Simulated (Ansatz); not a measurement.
Calculation for Hg: DFT, r2SCAN, PAW with Ansatz's default frozen-core files, scalar-relativistic (Ansatz 0.2.0). This run: relaxed.

The cell is entry 1523182 of the Crystallography Open Database, unrelaxed.

Command: `ansatz run input.yaml --threads 1 --pin off --max-ram 3072MiB --backend cpu --events-out ev --progress --plain --runs-dir out` It took 72 s on 1 thread of Intel(R) Xeon(R) 6975P-C (Granite Rapids) (shared host), peak memory 0.67 GiB.

```yaml
crystal:
  lattice:
    - [1.729, 0.9982386154, 2.228]
    - [-1.729, 0.9982386154, 2.228]
    - [0.0, -1.9964772309, 2.228]
  atoms:
    - { symbol: Hg, position: [0.0, 0.0, 0.0] }
kpoints:
  mp_grid: { grid: [18, 18, 18] }
scf:
  occupations: { method: fermi_dirac, width: 0.05 }
hamiltonian:
  xc: r2scan
  pseudopotentials: { kind: paw }
output:
  forces: true
  stress: true
relax:
  f_tol: 0.003
  max_steps: 80
  cell: {}
```

Output:

```
Engine: ansatz 0.2.0
Pseudopotentials: kind: paw
Pseudopotential: Hg, paw, valence charge 20, recommended cutoff 500 eV (meta_gga), Hg.paw.azcp
Functional definition: r2SCAN
  parameter k0 = 0.174
  parameter k1 = 0.065
  parameter a1 = 4.9479
  exchange = r2scan_x(k0 = k0, k1 = k1, a1 = a1)
  correlation = r2scan_c
Crystal: 1 atoms, lattice volume = 23.073 Å³
Basis set: ecut = 500 eV, 603 PW (Γ), exchange–correlation on 96×96×96 points (64 copies of the dense FFT grid, shifted against one another)
Bands: 14, of which v1, the nominal top of the filled ones, is band 10 counted from 1 (9 counted from 0)
Symmetry: 12 space group operations
Space group: R-3m (ITA 166), of the structure as read, at distance tolerance 2.8e-5 Å
k-points: 580 of 5832
Non-local potential: Hg, projectors of the file, l = 0: 3, l = 1: 2, l = 2: 2, l = 3: 1
PAW form: soft (Blöchl's): semilocal exchange-correlation on the pseudo side does not see the compensation charge
PAW frozen core: Hg, regenerated for the run's functional (the file was generated under x = pbe(κ = 0.804, μ = 0.2195149727645171), c = pbe(β = 0.06672455060314922))
PAW one-centre angular grid: Hg, 590 points (default); XC on 160 Gauss nodes
Initial density: superposition of atomic densities (neutral atoms: chi_scale 0, normalization atom), corrected by the library's trained network
Initial wavefunctions: pseudopotential atomic-orbital guess
Functional: x = r2scan, c = r2scan; τ floored in thin density (d = 2e-4 eV/Å³)
SCF iter   1: F=—  HF=-13827.780735 eV  |F-HF|=—  |Δ(HF+E_count)|=         —  Δρ=8.99e-3  dr2=2.03e-2  dr2_τ=3.28e-3  ethr=1.77e-3  ⟨swp⟩=5.4  Hψ=43520  notcnv=0
preconditioner: auto → none  [metal: Δε(μ)=0.031 eV  Ē_g=16.113 eV  σ=0.050 eV  W_gap=0.15  n_scr=6 (ndim 8)  ℏωp=26.8 eV  f_vac=0.000  D(μ)=0.29/eV (n_scr^D=0)  sad-step TF]
SCF iter   2: F=—  HF=-13827.777566 eV  |F-HF|=—  |Δ(HF+E_count)|=   3.17e-3  Δρ=4.68e-3  dr2=5.76e-3  dr2_τ=3.69e-4  ethr=1.01e-4  ⟨swp⟩=2.0  Hψ=15036  notcnv=0
SCF iter   3: F=—  HF=-13827.776543 eV  |F-HF|=—  |Δ(HF+E_count)|=   1.02e-3  Δρ=5.57e-4  dr2=4.08e-5  dr2_τ=8.23e-6  ethr=2.88e-5  ⟨swp⟩=2.1  Hψ=13801  notcnv=0
SCF iter   4: F=—  HF=-13827.776601 eV  |F-HF|=—  |Δ(HF+E_count)|=   5.81e-5  Δρ=9.43e-5  dr2=1.23e-6  dr2_τ=1.81e-7  ethr=2.04e-7  ⟨swp⟩=2.0  Hψ=13706  notcnv=0
iter 5 did not close the SCF: its close was put off for the readings that it lacked (scf_convergence_deferred on its scf_iter line)
SCF iter   5: F=-13827.776602 eV  HF=-13827.776602 eV  |F-HF|=2.24e-8  |Δ(HF+E_count)|=   6.35e-7  Δρ=9.29e-6  dr2=8.68e-9  dr2_τ=2.02e-9  ethr=6.15e-9  ⟨swp⟩=2.2  Hψ=12918  notcnv=0
SCF iter   6: F=-13827.776602 eV  HF=-13827.776602 eV  |F-HF|=6.55e-10  |Δ(HF+E_count)|=   2.59e-8  Δρ=1.60e-6  dr2=3.16e-10  dr2_τ=8.04e-11  ethr=4.34e-11  ⟨swp⟩=1.9  Hψ=25630  notcnv=0
SCF 1 converged in 6 iterations: F = -13827.776602 eV  dr2 = 3.16e-10
  greatest PAW one-centre occupation: 1.001 electrons in one spin orbital (limit 2), on the Hg atom at site 0 (counted from 0), in its partial waves of l = 0
relax step   1: F+E_penalty+E_count = -13827.77660158 eV  Δ(F+E_penalty+E_count) = +0.000e0 eV  max|allowed force component| = 0.000e0 eV/Å  Δτ_max = 0.0000 Å  P = +4.568 GPa  Ω = 23.073 Å³  (6 SCF iters, dr2 threshold 1.00e-7 eV, accepted)
Crystal: 1 atoms, lattice volume = 25.461 Å³
Basis set: ecut = 500 eV, 657 PW (Γ), exchange–correlation on 96×96×96 points (64 copies of the dense FFT grid, shifted against one another)
Initial density: handed on by an earlier stage of this run
Initial wavefunctions: those handed on with the density
iter 1 solved again at ethr=7.20e-5 eV; its pass at ethr=3.10e-3 eV (dr2=1.44e-2 eV) is discarded
SCF iter   1: F=—  HF=-13827.483299 eV  |F-HF|=—  |Δ(HF+E_count)|=         —  Δρ=7.71e-3  dr2=1.56e-2  dr2_τ=3.12e-1  ethr=7.20e-5  ⟨swp⟩=1.0  Hψ=57988  notcnv=0
preconditioner: auto → none  [metal: Δε(μ)=0.016 eV  Ē_g=15.216 eV  σ=0.050 eV  W_gap=0.08  n_scr=6 (ndim 8)  ℏωp=25.5 eV  f_vac=0.007  D(μ)=0.26/eV (n_scr^D=0)]
SCF iter   2: F=—  HF=-13827.811750 eV  |F-HF|=—  |Δ(HF+E_count)|=   3.28e-1  Δρ=5.80e-3  dr2=6.55e-3  dr2_τ=1.15e-3  ethr=7.20e-5  ⟨swp⟩=3.0  Hψ=17686  notcnv=0
SCF iter   3: F=—  HF=-13827.809823 eV  |F-HF|=—  |Δ(HF+E_count)|=   1.93e-3  Δρ=2.26e-3  dr2=6.55e-4  dr2_τ=5.79e-5  ethr=3.28e-5  ⟨swp⟩=2.1  Hψ=15744  notcnv=0
SCF iter   4: F=—  HF=-13827.810053 eV  |F-HF|=—  |Δ(HF+E_count)|=   2.30e-4  Δρ=1.08e-3  dr2=3.19e-4  dr2_τ=1.84e-5  ethr=3.28e-6  ⟨swp⟩=2.0  Hψ=13759  notcnv=0
SCF iter   5: F=—  HF=-13827.810109 eV  |F-HF|=—  |Δ(HF+E_count)|=   5.61e-5  Δρ=1.22e-3  dr2=3.40e-4  dr2_τ=9.24e-6  ethr=1.60e-6  ⟨swp⟩=1.2  Hψ=8316  notcnv=0
SCF iter   6: F=—  HF=-13827.810053 eV  |F-HF|=—  |Δ(HF+E_count)|=   5.57e-5  Δρ=8.71e-4  dr2=1.51e-4  dr2_τ=5.74e-6  ethr=1.60e-6  ⟨swp⟩=1.0  Hψ=8120  notcnv=0
SCF iter   7: F=—  HF=-13827.810024 eV  |F-HF|=—  |Δ(HF+E_count)|=   2.91e-5  Δρ=2.45e-4  dr2=1.14e-5  dr2_τ=4.30e-7  ethr=7.56e-7  ⟨swp⟩=2.7  Hψ=13765  notcnv=0
SCF iter   8: F=—  HF=-13827.810019 eV  |F-HF|=—  |Δ(HF+E_count)|=   5.24e-6  Δρ=6.02e-6  dr2=6.73e-9  dr2_τ=1.25e-9  ethr=5.00e-10  ⟨swp⟩=3.2  Hψ=33801  notcnv=0
SCF iter   9: F=-13827.810019 eV  HF=-13827.810019 eV  |F-HF|=2.00e-11  |Δ(HF+E_count)|=   1.09e-9  Δρ=5.22e-7  dr2=3.64e-11  dr2_τ=2.89e-12  ethr=3.37e-11  ⟨swp⟩=2.0  Hψ=25696  notcnv=0
SCF 2 converged in 9 iterations: F = -13827.810019 eV  dr2 = 3.64e-11
relax step   2: F+E_penalty+E_count = -13827.81001894 eV  Δ(F+E_penalty+E_count) = -3.342e-2 eV  max|allowed force component| = 0.000e0 eV/Å  Δτ_max = 0.0000 Å  P = +0.472 GPa  Ω = 25.461 Å³  energy of the carried Pulay correction = -1.010e-3 eV  (9 SCF iters, dr2 threshold 1.00e-7 eV, accepted)
Crystal: 1 atoms, lattice volume = 25.886 Å³
Basis set: ecut = 500 eV, 669 PW (Γ), exchange–correlation on 96×96×96 points (64 copies of the dense FFT grid, shifted against one another)
iter 1 solved again at ethr=1.04e-6 eV; its pass at ethr=3.10e-3 eV (dr2=2.08e-4 eV) is discarded
SCF iter   1: F=—  HF=-13827.794735 eV  |F-HF|=—  |Δ(HF+E_count)|=         —  Δρ=1.02e-3  dr2=2.57e-4  dr2_τ=1.56e-2  ethr=1.04e-6  ⟨swp⟩=2.4  Hψ=61906  notcnv=0
preconditioner: auto → none  [metal: Δε(μ)=0.032 eV  Ē_g=15.126 eV  σ=0.050 eV  W_gap=0.16  n_scr=6 (ndim 8)  ℏωp=25.3 eV  f_vac=0.010  D(μ)=0.27/eV (n_scr^D=0)]
[... lines left out ...]
SCF iter  10: F=-13827.820594 eV  HF=-13827.820594 eV  |F-HF|=1.76e-9  |Δ(HF+E_count)|=   5.27e-7  Δρ=3.89e-6  dr2=2.12e-9  dr2_τ=2.77e-10  ethr=4.86e-11  ⟨swp⟩=3.3  Hψ=33751  notcnv=0
SCF 8 converged in 10 iterations: F = -13827.820594 eV  dr2 = 2.12e-9
relax step   8: F+E_penalty+E_count = -13827.82059417 eV  Δ(F+E_penalty+E_count) = -3.155e-5 eV  max|allowed force component| = 0.000e0 eV/Å  Δτ_max = 0.0000 Å  P = +0.018 GPa  Ω = 26.703 Å³  energy of the carried Pulay correction = -1.408e-3 eV  (10 SCF iters, dr2 threshold 9.73e-9 eV, accepted)
Initial wavefunctions: pseudopotential atomic-orbital guess (no wavefunctions were taken with the density)
iter 1 solved again at ethr=1.57e-7 eV; its pass at ethr=3.10e-3 eV (dr2=3.15e-5 eV) is discarded
SCF iter   1: F=—  HF=-13827.819365 eV  |F-HF|=—  |Δ(HF+E_count)|=         —  Δρ=1.50e-3  dr2=3.09e-5  dr2_τ=1.66e-4  ethr=1.57e-7  ⟨swp⟩=3.1  Hψ=65591  notcnv=0
preconditioner: auto → none  [metal: Δε(μ)=0.023 eV  Ē_g=15.139 eV  σ=0.050 eV  W_gap=0.11  n_scr=6 (ndim 8)  ℏωp=24.9 eV  f_vac=0.033  D(μ)=0.24/eV (n_scr^D=0)]
SCF iter   2: F=—  HF=-13827.822317 eV  |F-HF|=—  |Δ(HF+E_count)|=   2.95e-3  Δρ=7.43e-4  dr2=6.71e-6  dr2_τ=1.08e-4  ethr=1.54e-7  ⟨swp⟩=2.0  Hψ=13091  notcnv=0
SCF iter   3: F=—  HF=-13827.823415 eV  |F-HF|=—  |Δ(HF+E_count)|=   1.10e-3  Δρ=5.19e-5  dr2=4.93e-8  dr2_τ=4.76e-7  ethr=3.36e-8  ⟨swp⟩=2.0  Hψ=11692  notcnv=0
SCF iter   4: F=—  HF=-13827.823420 eV  |F-HF|=—  |Δ(HF+E_count)|=   5.16e-6  Δρ=4.83e-6  dr2=3.29e-9  dr2_τ=1.43e-9  ethr=2.46e-10  ⟨swp⟩=2.0  Hψ=13819  notcnv=0
SCF iter   5: F=—  HF=-13827.823420 eV  |F-HF|=—  |Δ(HF+E_count)|=   4.52e-9  Δρ=2.93e-6  dr2=2.08e-9  dr2_τ=4.73e-10  ethr=1.64e-11  ⟨swp⟩=2.3  Hψ=12742  notcnv=0
SCF iter   6: F=-13827.823420 eV  HF=-13827.823420 eV  |F-HF|=8.91e-11  |Δ(HF+E_count)|=  4.17e-10  Δρ=3.15e-7  dr2=8.94e-12  dr2_τ=9.30e-12  ethr=1.00e-12  ⟨swp⟩=4.1  Hψ=38740  notcnv=0
SCF 9 converged in 6 iterations: F = -13827.823420 eV  dr2 = 8.94e-12
relax step   9: F+E_penalty+E_count = -13827.82342032 eV  Δ(F+E_penalty+E_count) = -2.826e-3 eV  max|allowed force component| = 0.000e0 eV/Å  Δτ_max = 0.0000 Å  P = +0.036 GPa  Ω = 26.703 Å³  stress off target by 4.97e-2 GPa  SCF on the basis re-selected at this cell (its energy is not comparable with the rows above)  (6 SCF iters)
basis re-selected at this cell: Δ(F+E_penalty+E_count) = -2.826e-3 eV, ΔP = +0.018 GPa vs the last step (what re-selecting the basis moved, of the pressure what is left beyond the Pulay correction that the steps carried, after the strain that the cell walked since its last selection, with what the two solves' SCF thresholds leave and, on support functions, any second-order correction that the steps lacked; it is no measure of the basis error at this ecutwfc). This SCF's stress stands 4.97e-2 GPa from its target on what of the cell is left free (relax.cell.stress_tol is 5.00e-2 GPa) and its largest allowed force component is 0.00e0 eV/Å (relax.f_tol is 3.00e-3 eV/Å): within both
SCF converged after 6 iterations
Free energy (F): -13827.823420 eV
Harris-Foulkes:  -13827.823420 eV  (|F-HF|=8.91e-11)
Internal energy: -13827.821376 eV  (E = F + TS)
E sigma→0 (E₀):  -13827.822398 eV
Entropy (-TS):   -0.002045 eV (-2.045 meV/atom)
Fermi energy:    12.581026 eV
--- Per-component energies (eV) ---
  E_band       = -452.283588
  E_kinetic    = 604.722842
  E_local      = -2761.096167  (includes V_loc(G=0)·N_el)
  E_nonlocal   = 73.735695
  E_hartree    = 1181.157399
  E_xc         = -208.399581
  E_vxc        = -290.204812  (∫ρ·V_xc dr)
  E_paw        = -9971.925323  (= ΣΔE_a)
  E_vpaw       = -461.954747  (= ΣTr[D̂ρ^β])
  E_aug_tail   = 0.000395  (compensation charges beyond the density's cutoff)
  E_vtau       = 20.198349  (kinetic-family band-sum trace: ∫τ·v_τ [+ j·A + Jᵃ·Aᵃ] dr)
  E_ewald      = -2745.867708
  E_core_change = -0.148928  (= ΣΔE_core)
  E_smearing   = -0.002045  (= −TS)
  E_closure    = -0.000000  (closes the sum)
  Σ components = -13827.823420   (vs F -13827.823420, Δ=0.00e0)
--- Forces (eV/Å), atoms counted from 1 ---
  atom   1  Hg     0.00000000     0.00000000     0.00000000
  max |Σ_I F_I| component: 1.64e-32 eV/Å
--- Stress (GPa, compression-positive) ---
        0.049718      -0.000000       0.000000
        0.000000       0.049718       0.000000
        0.000000       0.000000       0.009844
  P = ⅓ Tr σ = 0.0364 GPa (0.364 kbar)
--- Relaxed structure (8 steps of the walk, 8 accepted, 1 SCFs on fresh bases) ---
  F+E_penalty+E_count = -13827.82342032 eV   max|allowed force component| = 0.000e0 eV/Å   (the final SCF, on the basis selected at the relaxed cell)
  cell:  # Å, volume = 26.7035 Å³
    - [1.9458762200701791, 1.1234521594519797, 2.035853483150124]
    - [-1.9458762200701791, 1.1234521594519797, 2.035853483150124]
    - [-3.701875777185785e-33, -2.2469043189496474, 2.035853483124912]
  atoms:
    - { symbol: Hg, position: [0.0, 0.0, 0.0] }
```

Next run, as changes to the input before:

```diff
   lattice:
-    - [1.729, 0.9982386154, 2.228]
-    - [-1.729, 0.9982386154, 2.228]
-    - [0.0, -1.9964772309, 2.228]
+    - [1.9458762201, 1.1234521594, 2.0358534832]
+    - [-1.9458762201, 1.1234521594, 2.0358534832]
+    - [0.0, -2.246904319, 2.0358534831]
   atoms:
   stress: true
-relax:
-  f_tol: 0.003
-  max_steps: 80
-  cell: {}
+  eigenvalues: true
+  write_density: true
+  write_potential: true
+  elf: true
+  volumetric_format: npy
```

Command: `ansatz run input.yaml --threads 1 --pin off --max-ram 3072MiB --backend cpu --events-out ev --progress --plain --runs-dir out` It took 12 s on 1 thread of Intel(R) Xeon(R) 6975P-C (Granite Rapids) (shared host), peak memory 0.6 GiB.

Results part of the output:

```
SCF 1 converged in 6 iterations: F = -13827.823420 eV  dr2 = 4.41e-11
  greatest PAW one-centre occupation: 1.001 electrons in one spin orbital (limit 2), on the Hg atom at site 0 (counted from 0), in its partial waves of l = 0
SCF converged after 6 iterations
Free energy (F): -13827.823420 eV
Harris-Foulkes:  -13827.823420 eV  (|F-HF|=1.06e-10)
Internal energy: -13827.821376 eV  (E = F + TS)
E sigma→0 (E₀):  -13827.822398 eV
Entropy (-TS):   -0.002045 eV (-2.045 meV/atom)
Fermi energy:    12.581026 eV
--- Per-component energies (eV) ---
  E_band       = -452.283658
  E_kinetic    = 604.722872
  E_local      = -2761.096314  (includes V_loc(G=0)·N_el)
  E_nonlocal   = 73.735722
  E_hartree    = 1181.157516
  E_xc         = -208.399583
  E_vxc        = -290.204813  (∫ρ·V_xc dr)
  E_paw        = -9971.925348  (= ΣΔE_a)
  E_vpaw       = -461.954774  (= ΣTr[D̂ρ^β])
  E_aug_tail   = 0.000395  (compensation charges beyond the density's cutoff)
  E_vtau       = 20.198349  (kinetic-family band-sum trace: ∫τ·v_τ [+ j·A + Jᵃ·Aᵃ] dr)
  E_ewald      = -2745.867708
  E_core_change = -0.148928  (= ΣΔE_core)
  E_smearing   = -0.002045  (= −TS)
  E_closure    = -0.000000  (closes the sum)
  Σ components = -13827.823420   (vs F -13827.823420, Δ=0.00e0)
--- Forces (eV/Å), atoms counted from 1 ---
  atom   1  Hg     0.00000000     0.00000000    -0.00000000
  max |Σ_I F_I| component: 2.05e-33 eV/Å
--- Stress (GPa, compression-positive) ---
        0.049711       0.000000       0.000000
        0.000000       0.049711       0.000000
        0.000000       0.000000       0.009830
  P = ⅓ Tr σ = 0.0364 GPa (0.364 kbar)
--- Band table (eV; the first three rows and the last of 580) ---
  k-point 0: bands = ["-104.6964", "-52.5043", "-52.5000", "-52.5000", "3.9311", "4.3255", "4.3255", "6.1352", "6.1352", "6.1816", "23.2914", "23.2914", "23.3758", "27.3325"]
  k-point 1: bands = ["-104.6963", "-52.5050", "-52.5006", "-52.4999", "3.9902", "4.3298", "4.3592", "6.1180", "6.1304", "6.1734", "22.6152", "23.3638", "23.4211", "27.6769"]
  k-point 2: bands = ["-104.6962", "-52.5080", "-52.5013", "-52.4996", "4.1251", "4.3418", "4.5000", "6.0693", "6.1059", "6.1623", "21.1721", "23.5724", "23.5993", "28.0484"]
  k-point 579: bands = ["-104.6926", "-52.5595", "-52.5296", "-52.5296", "4.5137", "4.8656", "4.8656", "6.8033", "6.8033", "14.5986", "15.8129", "19.2588", "19.2588", "22.3003"]
```

Spin–orbit coupling is left out, which matters for the heavy atoms. The PAW files were made under PBE.
